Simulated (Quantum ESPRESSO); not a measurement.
**HfC under changes of volume**

One of the cells (12.568 Å³/atom); the others are scaled copies at fixed shape and fractional positions:

```
CELL_PARAMETERS angstrom
0.00000 2.32500 2.32500
2.32500 0.00000 2.32500
2.32500 2.32500 0.00000
ATOMIC_POSITIONS crystal
Hf 0.50000 0.50000 0.50000
C 0.00000 0.00000 0.00000
```

* Program: Quantum ESPRESSO 7.5
* Functional: PBEsol
* Potentials or basis: PseudoDojo 0.4.1 SR PBEsol standard
* Cutoff: 1116 eV
* Density cutoff: 4463 eV
* k mesh: 10 × 10 × 10
* Occupations: fermi-dirac, width 0.05 eV
* Spin: no spin polarisation

| volume (Å³/atom) | energy over the lowest point (meV/atom) | pressure (GPa) |
| --- | --- | --- |
| 11.814 | 12.38 | 9.6 |
| 12.065 | 1.83 | 3.8 |
| 12.317 | 0.00 | -1.5 |
| 12.568 | 6.05 | -6.2 |
| 12.819 | ? | ? |
| 13.071 | 38.79 | -14.4 |
| 13.322 | 64.14 | -17.9 |

Task: What does the run at 12.819 Å³/atom give?

Result: Energy over the lowest point 19.21 meV/atom; pressure -10.5 GPa.

Worked out: A Birch-Murnaghan fit of order 3 (a polynomial in V^(-2/3)) to the other rows has its minimum at 12.25 Å³/atom with B0 = V·E''(V) = 251 GPa and B' = 4.0. It gives 19.17 meV/atom at 12.819 Å³/atom, against the run's 19.21, and -dE/dV = -10.5 GPa, against -10.5.

Energies are extrapolated to zero smearing.
